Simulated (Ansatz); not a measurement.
# SnTe (Fm-3m) in Ansatz: convergence with wavefunction cutoff

Aim: find how far wavefunction cutoff must go before the results for SnTe settle, at PBE. This setting moves, with any that are tied to it; all else stays.

All numbers are computed with Ansatz 0.2.0; they aren't measurements. Logs are shortened: lines on timing, memory, paths and dates and some standing lists are left out, and cuts for length are marked.

### 1 Starting point

It takes space group Fm-3m (No. 225, cubic). Conventional cell: a = 6.302 Å, b = 6.302 Å, c = 6.302 Å, α = 90.00°, β = 90.00°, γ = 90.00°. Te (site symmetry m-3m) has 6 Sn at 3.15 Å as nearest neighbours. Sn (site symmetry m-3m) is surrounded by 6 Te at 3.15 Å.

### 2 With wavefunction cutoff 400 eV

Input file input.yaml:

```yaml
crystal:
  lattice:
    - [0.0, 3.15085, 3.15085]
    - [3.15085, 0.0, 3.15085]
    - [3.15085, 3.15085, 0.0]
  atoms:
    - { symbol: Te, position: [0.5, 0.5, 0.5] }
    - { symbol: Sn, position: [0.0, 0.0, 0.0] }
hamiltonian:
  xc: pbe
  pseudopotentials: { kind: nc, accuracy: stringent }
kpoints:
  mp_grid: { grid: [6, 6, 6] }
scf:
  occupations: { method: gaussian, width: 0.1 }
output:
  forces: true
  stress: true
  eigenvalues: true
basis:
  ecutwfc: "400 eV"
```

Potentials or basis: PseudoDojo stringent (PBE files).

The run is started by

```
$ ansatz run input.yaml --threads 2 --pin off --max-ram 5632MiB --backend cpu --events-out ev --progress --plain --runs-dir out
```

Run time: 0.52 s. Hardware: 2 threads of Intel Xeon 6975P-C (Granite Rapids), shared host; peak memory 0.3 GiB.

Results:

```
Free energy            : -13341.9658 eV
Pressure               : -3.9 GPa
Band gap on the k mesh : 0.19 eV, direct
```

### 3 With wavefunction cutoff 500 eV

Changes to input.yaml since step 2:

```diff
@@ -20,2 +20,2 @@
 basis:
-  ecutwfc: "400 eV"
+  ecutwfc: "500 eV"
```

Potentials or basis: PseudoDojo stringent (PBE files).

The run is started by

```
$ ansatz run input.yaml --threads 2 --pin off --max-ram 5632MiB --backend cpu --events-out ev --progress --plain --runs-dir out
```

Wall time 0.64 s (2 threads of Intel Xeon 6975P-C (Granite Rapids), shared host); peak memory 0.33 GiB.

What came out:

```yaml
Free_energy: -13509.5984 eV
Pressure: 2.1 GPa
Band_gap_on_the_k_mesh: 0.09 eV, direct
```

### 4 With wavefunction cutoff 600 eV

Changes to input.yaml since step 3:

```diff
@@ -20,2 +20,2 @@
 basis:
-  ecutwfc: "500 eV"
+  ecutwfc: "600 eV"
```

The run is started by

```
$ ansatz run input.yaml --threads 2 --pin off --max-ram 5632MiB --backend cpu --events-out ev --progress --plain --runs-dir out
```

Run time: 0.79 s. Hardware: 2 threads of Intel Xeon 6975P-C (Granite Rapids), shared host; peak memory 0.35 GiB.

What came out:

| Item | Value |
| --- | --- |
| Free energy | -13593.0325 eV |
| Pressure | 0.5 GPa |
| Band gap on the k mesh | 0.06 eV, direct |

### 5 With wavefunction cutoff 700 eV

Changes to input.yaml since step 4:

```diff
@@ -20,2 +20,2 @@
 basis:
-  ecutwfc: "600 eV"
+  ecutwfc: "700 eV"
```

The run is started by

```
$ ansatz run input.yaml --threads 2 --pin off --max-ram 5632MiB --backend cpu --events-out ev --progress --plain --runs-dir out
```

Run time: 0.73 s. Hardware: 2 threads of Intel Xeon 6975P-C (Granite Rapids), shared host; peak memory 0.37 GiB.

What came out:

| Property | Result |
| --- | --- |
| Free energy | -13632.9653 eV |
| Pressure | 1.7 GPa |
| Band gap on the k mesh | 0.06 eV, direct |

### 6 With wavefunction cutoff 850 eV

Changes to input.yaml since step 5:

```diff
@@ -20,2 +20,2 @@
 basis:
-  ecutwfc: "700 eV"
+  ecutwfc: "850 eV"
```

Potentials or basis: PseudoDojo stringent (PBE files).

The run is started by

```
$ ansatz run input.yaml --threads 2 --pin off --max-ram 5632MiB --backend cpu --events-out ev --progress --plain --runs-dir out
```

Wall time 0.93 s (2 threads of Intel Xeon 6975P-C (Granite Rapids), shared host); peak memory 0.41 GiB.

It converged, with:

```
Free energy            : -13655.7020 eV
Pressure               : 2.1 GPa
Band gap on the k mesh : 0.08 eV, direct
```

### 7 With wavefunction cutoff 1000 eV

Changes to input.yaml since step 6:

```diff
@@ -20,2 +20,2 @@
 basis:
-  ecutwfc: "850 eV"
+  ecutwfc: "1000 eV"
```

The run is started by

```
$ ansatz run input.yaml --threads 2 --pin off --max-ram 5632MiB --backend cpu --events-out ev --progress --plain --runs-dir out
```

Wall time 1.6 s (2 threads of Intel Xeon 6975P-C (Granite Rapids), shared host); peak memory 0.45 GiB.

Results (log left out):

```
Free energy            : -13661.4090 eV
Pressure               : 2.3 GPa
Band gap on the k mesh : 0.09 eV, direct
```

### 8 With wavefunction cutoff 1200 eV

Changes to input.yaml since step 7:

```diff
@@ -20,2 +20,2 @@
 basis:
-  ecutwfc: "1000 eV"
+  ecutwfc: "1200 eV"
```

The run is started by

```
$ ansatz run input.yaml --threads 2 --pin off --max-ram 5632MiB --backend cpu --events-out ev --progress --plain --runs-dir out
```

Wall time 2.2 s (2 threads of Intel Xeon 6975P-C (Granite Rapids), shared host); peak memory 0.51 GiB.

Results (log left out):

- Free energy: -13662.5430 eV
- Pressure: 2.3 GPa
- Band gap on the k mesh: 0.09 eV, direct

### 9 With wavefunction cutoff 1400 eV

Changes to input.yaml since step 8:

```diff
@@ -20,2 +20,2 @@
 basis:
-  ecutwfc: "1200 eV"
+  ecutwfc: "1400 eV"
```

Potentials or basis: PseudoDojo stringent (PBE files).

The run is started by

```
$ ansatz run input.yaml --threads 2 --pin off --max-ram 5632MiB --backend cpu --events-out ev --progress --plain --runs-dir out
```

It took 2.1 s on 2 threads of Intel Xeon 6975P-C (Granite Rapids), shared host; peak memory 0.58 GiB.

It converged, with:

* Free energy: -13662.5937 eV
* Pressure: 2.3 GPa
* Band gap on the k mesh: 0.09 eV, direct

### 10 With wavefunction cutoff 1700 eV

Changes to input.yaml since step 9:

```diff
@@ -20,2 +20,2 @@
 basis:
-  ecutwfc: "1400 eV"
+  ecutwfc: "1700 eV"
```

Potentials or basis: PseudoDojo stringent (PBE files).

The run is started by

```
$ ansatz run input.yaml --threads 2 --pin off --max-ram 5632MiB --backend cpu --events-out ev --progress --plain --runs-dir out
```

Standard output:

```text
Warning: RAYON_NUM_THREADS=2 ignored (pool sized by the plan → 2); use --threads N
Engine: ansatz 0.2.0, x86_64-unknown-linux-gnu
Pseudopotentials: kind: nc
Pseudopotential: Te, nc, valence charge 24, recommended cutoff 1450 eV (normal), Te.nc.azcp (PseudoDojo's, or run here from an input of PseudoDojo's; its table is named by hamiltonian.pseudopotentials.accuracy)
Pseudopotential: Sn, nc, valence charge 22, recommended cutoff 1387.780699 eV (normal), Sn.nc.azcp (PseudoDojo's, or run here from an input of PseudoDojo's; its table is named by hamiltonian.pseudopotentials.accuracy)
Functional definition: PBE
  parameter kappa = 0.804
  parameter beta = 0.06672455060314922
  exchange = pbe_x(kappa = kappa, mu = beta*pi^2/3)
  correlation = pbe_c(beta = beta)
Crystal: 2 atoms, lattice volume = 62.562 Å³
Basis set: ecut = 1700 eV, 9841 PW (Γ), exchange–correlation on 120×120×120 points (8 copies of the dense FFT grid, shifted against one another)
Bands: 28, of which v1, the nominal top of the filled ones, is band 23 counted from 1 (22 counted from 0)
Symmetry: 48 space group operations
Space group: Fm-3m (ITA 225), of the structure as read, at distance tolerance 4.0e-5 Å
k-points: 16 of 216
Non-local potential: Te, projectors of the file, l = 0: 2, l = 1: 2, l = 2: 2, l = 3: 2
Non-local potential: Sn, projectors of the file, l = 0: 2, l = 1: 2, l = 2: 2
Initial density: superposition of atomic densities (chi_scale 0.1, normalization cell, long waves kept (reshape's long-wave potential 0.00 eV rms))
Initial wavefunctions: pseudopotential atomic-orbital guess
Functional: x = pbe(κ = 0.804, μ = 0.2195149727645171), c = pbe(β = 0.06672455060314922)
SCF iter   1: F=—  HF=-13662.606750 eV  |F-HF|=—  |Δ(HF+E_count)|=         —  Δρ=1.51e-2  dr2=1.02e-1  ethr=3.10e-3  ⟨swp⟩=6.9  Hψ=2081  notcnv=0
preconditioner: auto → none  [insulator: Δε(μ)=0.098 eV  Ē_g=9.485 eV  σ=0.100 eV  W_gap=0.51  n_scr=14 (ndim 8)  ℏωp=14.8 eV  f_vac=0.029  D(μ)=0.33/eV (n_scr^D=0)  ε∞_Penn≈3.4]
SCF iter   2: F=—  HF=-13662.594651 eV  |F-HF|=—  |Δ(HF+E_count)|=   1.21e-2  Δρ=5.91e-3  dr2=1.77e-2  ethr=2.22e-4  ⟨swp⟩=3.0  Hψ=1001  notcnv=0  defer=1
SCF iter   3: F=—  HF=-13662.597109 eV  |F-HF|=—  |Δ(HF+E_count)|=   2.46e-3  Δρ=2.15e-3  dr2=3.61e-3  ethr=3.86e-5  ⟨swp⟩=2.0  Hψ=720  notcnv=0  defer=1
SCF iter   4: F=—  HF=-13662.596484 eV  |F-HF|=—  |Δ(HF+E_count)|=   6.25e-4  Δρ=5.81e-4  dr2=1.41e-4  ethr=7.84e-6  ⟨swp⟩=2.8  Hψ=733  notcnv=0  defer=1
SCF iter   5: F=—  HF=-13662.596472 eV  |F-HF|=—  |Δ(HF+E_count)|=   1.17e-5  Δρ=1.14e-4  dr2=2.07e-6  ethr=3.07e-7  ⟨swp⟩=2.8  Hψ=821  notcnv=0  defer=1
SCF iter   6: F=—  HF=-13662.595575 eV  |F-HF|=—  |Δ(HF+E_count)|=   8.97e-4  Δρ=2.67e-5  dr2=2.24e-7  ethr=4.51e-9  ⟨swp⟩=2.9  Hψ=855  notcnv=0  defer=1
SCF iter   7: F=-13662.595575 eV  HF=-13662.595575 eV  |F-HF|=1.48e-9  |Δ(HF+E_count)|=   5.70e-8  Δρ=5.63e-6  dr2=7.28e-9  ethr=2.17e-10  ⟨swp⟩=12.5  Hψ=2587  notcnv=0
SCF 1 converged in 7 iterations: F = -13662.595575 eV  dr2 = 7.28e-9
SCF converged after 7 iterations
Free energy (F): -13662.595575 eV
Harris-Foulkes:  -13662.595575 eV  (|F-HF|=1.48e-9)
Internal energy: -13662.593897 eV  (E = F + TS)
E sigma→0 (E₀):  -13662.594736 eV
Entropy (-TS):   -0.001678 eV (-0.839 meV/atom)
Fermi energy:    11.531128 eV
--- Per-component energies (eV) ---
  E_band       = -1869.559941
  E_kinetic    = 4669.657080
  E_local      = -13875.745773  (includes V_loc(G=0)·N_el)
  E_nonlocal   = -550.246923
  E_hartree    = 4679.939777
  E_xc         = -1718.835449
  E_vxc        = -1473.099005  (∫ρ·V_xc dr)
  E_ewald      = -6867.362610
  E_smearing   = -0.001678  (= −TS)
  E_closure    = 0.000000  (closes the sum)
  Σ components = -13662.595575   (vs F -13662.595575, Δ=0.00e0)
--- Forces (eV/Å), atoms counted from 1 ---
  atom   1  Te     0.00000000    -0.00000000     0.00000000
  atom   2  Sn    -0.00000000     0.00000000    -0.00000000
  max |Σ_I F_I| component: 1.24e-27 eV/Å
--- Stress (GPa, compression-positive) ---
        2.337679       0.000000      -0.000000
       -0.000000       2.337679       0.000000
        0.000000       0.000000       2.337679
  P = ⅓ Tr σ = 2.3377 GPa (23.377 kbar)
--- Band table (eV; the first three rows and the last of 16) ---
  k-point 0: bands = ["-148.3065", "-118.5067", "-98.3343", "-98.3343", "-98.3343", "-74.2827", "-74.2827", "-74.2827", "-25.6069", "-25.6069", "-25.6033", "-25.6033", "-25.6033", "-10.4558", "-10.4558", "-10.4515", "-10.4515", "-10.4515", "-1.3350", "6.7853", "9.3299", "9.3299", "9.3299", "14.8241", "14.8241", "14.8241", "16.2477", "16.2477"]
  k-point 1: bands = ["-148.3065", "-118.5067", "-98.3343", "-98.3343", "-98.3343", "-74.2828", "-74.2828", "-74.2828", "-25.6068", "-25.6068", "-25.6032", "-25.6031", "-25.6031", "-10.4572", "-10.4572", "-10.4511", "-10.4500", "-10.4500", "-1.1038", "5.6656", "9.3723", "9.3723", "10.0766", "13.7749", "13.7749", "13.8242", "16.2424", "16.8119"]
  k-point 2: bands = ["-148.3065", "-118.5067", "-98.3343", "-98.3343", "-98.3343", "-74.2828", "-74.2828", "-74.2828", "-25.6067", "-25.6067", "-25.6030", "-25.6028", "-25.6028", "-10.4603", "-10.4603", "-10.4504", "-10.4464", "-10.4464", "-0.5022", "3.9884", "9.5260", "9.5260", "10.8711", "12.4254", "12.4254", "12.4839", "17.3586", "18.3540"]
  k-point 15: bands = ["-148.3065", "-118.5067", "-98.3343", "-98.3343", "-98.3343", "-74.2828", "-74.2828", "-74.2828", "-25.6071", "-25.6064", "-25.6032", "-25.6024", "-25.6020", "-10.4701", "-10.4548", "-10.4518", "-10.4446", "-10.4409", "0.3108", "4.2764", "6.2445", "7.1214", "9.5814", "13.5848", "14.9314", "16.8673", "17.0759", "18.7818"]
```

Run time: 2.8 s. Hardware: 2 threads of Intel Xeon 6975P-C (Granite Rapids), shared host; peak memory 0.62 GiB.

What came out:

- Free energy: -13662.5956 eV
- Pressure: 2.3 GPa
- Band gap on the k mesh: 0.09 eV, direct

### 11 Result

```csv
wavefunction cutoff,"energy less the tightest run, at zero smearing (meV/atom)",pressure (GPa),SCF cycles,CPU time (s),peak memory (GiB)
400 eV,160314.69,-3.95,10,0.88,0.3
500 eV,76498.60,2.09,8,1.1,0.33
600 eV,34781.58,0.50,8,1.4,0.35
700 eV,14815.18,1.67,7,1.4,0.37
850 eV,3446.83,2.15,7,1.7,0.41
1000 eV,593.32,2.28,7,2.9,0.45
1200 eV,26.30,2.33,7,4.1,0.51
1400 eV,0.94,2.34,7,3.9,0.58
1700 eV,0.00,2.34,7,5.3,0.62
```

Against the tightest run, the energy stays within 1 meV/atom from 1400 eV on; the pressure stays within 0.1 GPa from 1000 eV on. The tightest run that finished is the yardstick and may itself not be fully converged.

Caveats: spin-orbit coupling is left out, which moves the levels of the heavy elements.
